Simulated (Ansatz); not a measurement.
# Calculated quadrupolar parameters for SiO2

The cell is a computed structure from the Materials Project (it need not be an observed phase), atoms as given.

```yaml
crystal:
  lattice:
    - [-4.89537, 4.89537, 5.05718]
    - [4.89537, -4.89537, 5.05718]
    - [4.89537, 4.89537, -5.05718]
  atoms:
    - { symbol: Si, position: [0.59107, 0.40893, 0.50000] }
    - { symbol: Si, position: [0.15893, 0.15893, 0.31785] }
    - { symbol: Si, position: [0.84107, 0.84107, 0.68215] }
    - { symbol: Si, position: [0.90893, 0.09107, 0.50000] }
    - { symbol: Si, position: [0.15893, 0.84107, 0.00000] }
    - { symbol: Si, position: [0.59107, 0.09107, 0.18215] }
    - { symbol: Si, position: [0.90893, 0.40893, 0.81785] }
    - { symbol: Si, position: [0.84107, 0.15893, 0.00000] }
    - { symbol: O, position: [0.60088, 0.28494, 0.31594] }
    - { symbol: O, position: [0.03494, 0.21901, 0.18406] }
    - { symbol: O, position: [0.03494, 0.85088, 0.81594] }
    - { symbol: O, position: [0.14912, 0.96506, 0.18406] }
    - { symbol: O, position: [0.78099, 0.96506, 0.81594] }
    - { symbol: O, position: [0.96901, 0.28494, 0.68406] }
    - { symbol: O, position: [0.71506, 0.03099, 0.31594] }
    - { symbol: O, position: [0.71506, 0.39912, 0.68406] }
    - { symbol: O, position: [0.67195, 0.62500, 0.54695] }
    - { symbol: O, position: [0.37500, 0.32805, 0.45305] }
    - { symbol: O, position: [0.87500, 0.92195, 0.54695] }
    - { symbol: O, position: [0.07805, 0.12500, 0.45305] }
    - { symbol: O, position: [0.07805, 0.62500, 0.95305] }
    - { symbol: O, position: [0.37500, 0.92195, 0.04695] }
    - { symbol: O, position: [0.87500, 0.32805, 0.95305] }
    - { symbol: O, position: [0.67195, 0.12500, 0.04695] }
```

Atom numbers follow the list; atoms alike are taken as one site, whose name carries the number of the first.

Computed with Ansatz: DFT, r2SCAN, plane waves and PAW (field gradients read without the response of the frozen cores, which leaves them typically 4 to 6 % off), scalar-relativistic, 500 eV cutoff, Γ-centred 4×4×4 k-points, Fermi–Dirac smearing 0.02 eV.

Conventions: |V_zz| ≥ |V_yy| ≥ |V_xx|, η = (V_xx − V_yy)/V_zz, C_Q = eQV_zz/h. Directions are in the Cartesian axes of the cell vectors above, for the atom listed; none is given where the gradient is under 0.02 or η is above 0.95.

| site | first atom | first shell | V_zz (10²¹ V/m²) | η | direction of V_zz (x, y, z) |
| --- | --- | --- | --- | --- | --- |
| Si | 1 | 4 O at 1.61 Å | 0.87 | 0.94 | -0.56 -0.56 0.62 |
| O9 | 9 | 2 Si at 1.61 Å, angle 149° | 9.59 | 0.11 | 1.00 0.00 0.00 |
| O17 | 17 | 2 Si at 1.61 Å, angle 149° | 9.83 | 0.12 | 0.58 0.00 0.82 |

At O9 and O17 V_zz runs parallel to the line that joins its two neighbours (within 1°) in each case.

Where η is near 1 the sign of V_zz means little.
